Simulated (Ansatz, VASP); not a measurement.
**KMgF3 in VASP and in Ansatz**

INCAR

```
SYSTEM = KMgF3
ALGO = Normal ; EDIFF = 1E-6
ENCUT = 520 ; GGA = PS
ISIF = 2 ; ISMEAR = 0
LASPH = .True. ; LCHARG = .False.
LREAL = .False. ; LWAVE = .False.
NBANDS = 24 ; NELM = 80
PREC = Accurate ; SIGMA = 0.02
```

Contents of KPOINTS:

```
k-points
0
Gamma
  6 6 6
  0 0 0
```

Contents of POSCAR:

```
KMgF3
1.0
    3.9094128429      0.0000000000      0.0000000000
    0.0000000000      3.9094128429      0.0000000000
    0.0000000000      0.0000000000      3.9094128429
K Mg F
1 1 3
Direct
    0.5000000000      0.5000000000      0.5000000000
    0.0000000000      0.0000000000      0.0000000000
    0.5000000000      0.0000000000      0.0000000000
    0.0000000000      0.5000000000      0.0000000000
    0.0000000000      0.0000000000      0.5000000000
```

Input for Ansatz:

```yaml
crystal:
  lattice:
    - [3.9094128428, 0.0, 0.0]
    - [0.0, 3.9094128428, 0.0]
    - [0.0, 0.0, 3.9094128428]
  atoms:
    - { symbol: K, position: [0.5, 0.5, 0.5] }
    - { symbol: Mg, position: [0.0, 0.0, 0.0] }
    - { symbol: F, position: [0.5, 0.0, 0.0] }
    - { symbol: F, position: [0.0, 0.5, 0.0] }
    - { symbol: F, position: [0.0, 0.0, 0.5] }
basis:
  ecutwfc: 420
kpoints:
  mp_grid: { grid: [6, 6, 6] }
hamiltonian:
  xc: pbesol
scf:
  occupations: { method: gaussian, width: 0.02 }
output:
  forces: true
  stress: true
  eigenvalues: true
```

Alike in both runs: task single point; functional PBEsol; k mesh 6 × 6 × 6; occupations gaussian, width 0.02 eV; no spin polarisation.

|  | VASP | Ansatz |
| --- | --- | --- |
| version | VASP 6.6.1 | Ansatz 0.2.0 |
| potentials or method | VASP PAW PBE potentials, release 64 (K_sv, Mg, F) | scalar-relativistic, plane waves, PAW |
| plane-wave cutoff (eV) | 520 | 420 |
| valence electrons in the cell | 32 | 40 |

VASP gave:

* gap on the k mesh at the Fermi level (eV): 7.57
* least direct gap on the mesh (eV): 7.89
* pressure (GPa): 4.8

**Question.** What did Ansatz give for the same quantities?

**Answer.** gap on the k mesh at the Fermi level (eV): 7.59; least direct gap on the mesh (eV): 7.91; pressure (GPa): 5.2.

The two sets of potentials don't hold the same shells in valence.

Caveats: the PAW data sets were made with another functional, which shifts forces and pressure a little (VASP). A k mesh can miss the band edges. A hybrid or GW would open this gap; PBEsol tends to underestimate it.
